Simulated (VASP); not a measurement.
Input of a VASP 6.6.1 run:

File INCAR:

```
PREC = Accurate ; ENCUT = 520
EDIFF = 1E-6 ; ISMEAR = 0
SIGMA = 0.1 ; LREAL = False
LASPH = True ; NELM = 80
ALGO = Normal ; ISIF = 2
LWAVE = False ; LCHARG = False
ISPIN = 2 ; MAGMOM = 0 0 0 0 0 0 0 0
LORBIT = 11 ; LMAXMIX = 4
LDAU = True ; LDAUTYPE = 2
LDAUL = 2 -1 ; LDAUU = 5 0
LDAUJ = 0 0 ; LDAUPRINT = 1
LOPTICS = True ; NBANDS = 76
NEDOS = 1000 ; CSHIFT = 0.1
```

The input HfC.cif:

```cif
data_HfC
_cell_length_a 4.65000000
_cell_length_b 4.65000000
_cell_length_c 4.65000000
_cell_angle_alpha 90.00000000
_cell_angle_beta 90.00000000
_cell_angle_gamma 90.00000000
_space_group_name_H-M_alt 'Fm-3m'
_space_group_name_Hall '-F 4 2 3'
_space_group_IT_number 225
loop_
_space_group_symop_operation_xyz
'x,y,z'
'-x,-y,-z'
'-y,x,z'
'y,-x,-z'
'-x,-y,z'
'x,y,-z'
'y,-x,z'
'-y,x,-z'
'x,-y,-z'
'-x,y,z'
'-y,-x,-z'
'y,x,z'
'-x,y,-z'
'x,-y,z'
'y,x,-z'
'-y,-x,z'
'z,x,y'
'-z,-x,-y'
'z,-y,x'
'-z,y,-x'
'z,-x,-y'
'-z,x,y'
'z,y,-x'
'-z,-y,x'
'-z,x,-y'
'z,-x,y'
'-z,-y,-x'
'z,y,x'
'-z,-x,y'
'z,x,-y'
'-z,y,x'
'z,-y,-x'
'y,z,x'
'-y,-z,-x'
'x,z,-y'
'-x,-z,y'
'-y,z,-x'
'y,-z,x'
'-x,z,y'
'x,-z,-y'
'-y,-z,x'
'y,z,-x'
'-x,-z,-y'
'x,z,y'
'y,-z,-x'
'-y,z,x'
'x,-z,y'
'-x,z,-y'
'x,y+1/2,z+1/2'
'-x,-y+1/2,-z+1/2'
'-y,x+1/2,z+1/2'
'y,-x+1/2,-z+1/2'
'-x,-y+1/2,z+1/2'
'x,y+1/2,-z+1/2'
'y,-x+1/2,z+1/2'
'-y,x+1/2,-z+1/2'
'x,-y+1/2,-z+1/2'
'-x,y+1/2,z+1/2'
'-y,-x+1/2,-z+1/2'
'y,x+1/2,z+1/2'
'-x,y+1/2,-z+1/2'
[... 41 lines left out ...]
'y+1/2,-x,z+1/2'
'-y+1/2,x,-z+1/2'
'x+1/2,-y,-z+1/2'
'-x+1/2,y,z+1/2'
'-y+1/2,-x,-z+1/2'
'y+1/2,x,z+1/2'
'-x+1/2,y,-z+1/2'
'x+1/2,-y,z+1/2'
'y+1/2,x,-z+1/2'
'-y+1/2,-x,z+1/2'
'z+1/2,x,y+1/2'
'-z+1/2,-x,-y+1/2'
'z+1/2,-y,x+1/2'
'-z+1/2,y,-x+1/2'
'z+1/2,-x,-y+1/2'
'-z+1/2,x,y+1/2'
'z+1/2,y,-x+1/2'
'-z+1/2,-y,x+1/2'
'-z+1/2,x,-y+1/2'
'z+1/2,-x,y+1/2'
'-z+1/2,-y,-x+1/2'
'z+1/2,y,x+1/2'
'-z+1/2,-x,y+1/2'
'z+1/2,x,-y+1/2'
'-z+1/2,y,x+1/2'
'z+1/2,-y,-x+1/2'
'y+1/2,z,x+1/2'
'-y+1/2,-z,-x+1/2'
'x+1/2,z,-y+1/2'
'-x+1/2,-z,y+1/2'
'-y+1/2,z,-x+1/2'
'y+1/2,-z,x+1/2'
'-x+1/2,z,y+1/2'
'x+1/2,-z,-y+1/2'
'-y+1/2,-z,x+1/2'
'y+1/2,z,-x+1/2'
'-x+1/2,-z,-y+1/2'
'x+1/2,z,y+1/2'
'y+1/2,-z,-x+1/2'
'-y+1/2,z,x+1/2'
'x+1/2,-z,y+1/2'
'-x+1/2,z,-y+1/2'
'x+1/2,y+1/2,z'
'-x+1/2,-y+1/2,-z'
'-y+1/2,x+1/2,z'
'y+1/2,-x+1/2,-z'
'-x+1/2,-y+1/2,z'
'x+1/2,y+1/2,-z'
'y+1/2,-x+1/2,z'
'-y+1/2,x+1/2,-z'
'x+1/2,-y+1/2,-z'
'-x+1/2,y+1/2,z'
'-y+1/2,-x+1/2,-z'
'y+1/2,x+1/2,z'
'-x+1/2,y+1/2,-z'
'x+1/2,-y+1/2,z'
'y+1/2,x+1/2,-z'
'-y+1/2,-x+1/2,z'
'z+1/2,x+1/2,y'
'-z+1/2,-x+1/2,-y'
'z+1/2,-y+1/2,x'
'-z+1/2,y+1/2,-x'
'z+1/2,-x+1/2,-y'
'-z+1/2,x+1/2,y'
'z+1/2,y+1/2,-x'
'-z+1/2,-y+1/2,x'
'-z+1/2,x+1/2,-y'
'z+1/2,-x+1/2,y'
'-z+1/2,-y+1/2,-x'
'z+1/2,y+1/2,x'
'-z+1/2,-x+1/2,y'
'z+1/2,x+1/2,-y'
'-z+1/2,y+1/2,x'
'z+1/2,-y+1/2,-x'
'y+1/2,z+1/2,x'
'-y+1/2,-z+1/2,-x'
'x+1/2,z+1/2,-y'
'-x+1/2,-z+1/2,y'
'-y+1/2,z+1/2,-x'
'y+1/2,-z+1/2,x'
'-x+1/2,z+1/2,y'
'x+1/2,-z+1/2,-y'
'-y+1/2,-z+1/2,x'
'y+1/2,z+1/2,-x'
'-x+1/2,-z+1/2,-y'
'x+1/2,z+1/2,y'
'y+1/2,-z+1/2,-x'
'-y+1/2,z+1/2,x'
'x+1/2,-z+1/2,y'
'-x+1/2,z+1/2,-y'
loop_
_atom_site_label
_atom_site_type_symbol
_atom_site_symmetry_multiplicity
_atom_site_Wyckoff_symbol
_atom_site_fract_x
_atom_site_fract_y
_atom_site_fract_z
_atom_site_occupancy
Hf1 Hf 4 b 0.5000000000 0.0000000000 0.0000000000 1
C1 C 4 a 0.0000000000 0.0000000000 0.0000000000 1
```

The input KPOINTS:

```
regular mesh
0
Gamma
  6 6 6
```

File POSCAR:

```
Hf C 
 1.0000000000000000
     4.6500000000000004    0.0000000000000000    0.0000000000000000
     0.0000000000000000    4.6500000000000004    0.0000000000000000
     0.0000000000000000    0.0000000000000000    4.6500000000000004
 Hf  C  
   4   4
Cartesian
  2.3250000000000002  0.0000000000000000  0.0000000000000000
  0.0000000000000000  2.3250000000000002  0.0000000000000000
  0.0000000000000000  0.0000000000000000  2.3250000000000002
  2.3250000000000002  2.3250000000000002  2.3250000000000002
  0.0000000000000000  0.0000000000000000  0.0000000000000000
  0.0000000000000000  2.3250000000000002  2.3250000000000002
  2.3250000000000002  0.0000000000000000  2.3250000000000002
  2.3250000000000002  2.3250000000000002  0.0000000000000000
```

Potentials or basis: VASP PAW LDA potentials, release 64 (Hf_pv, C).

Launch:

```sh
$ ase convert -i cif -o vasp HfC.cif POSCAR
$ cat potpaw_LDA.64/Hf_pv/POTCAR potpaw_LDA.64/C/POTCAR > POTCAR
$ mpirun -np 1 vasp_std > vasp.out
```

(1) Estimate the pressure.

(2) Estimate the net moment.

(3) Predict the band gap on the k mesh.

Results:

(1) 6.3 GPa.

(2) 0.00 μB per cell.

(3) none (metal or under the smearing width).

Caveat: the U is typed as a test and isn't derived for this compound.
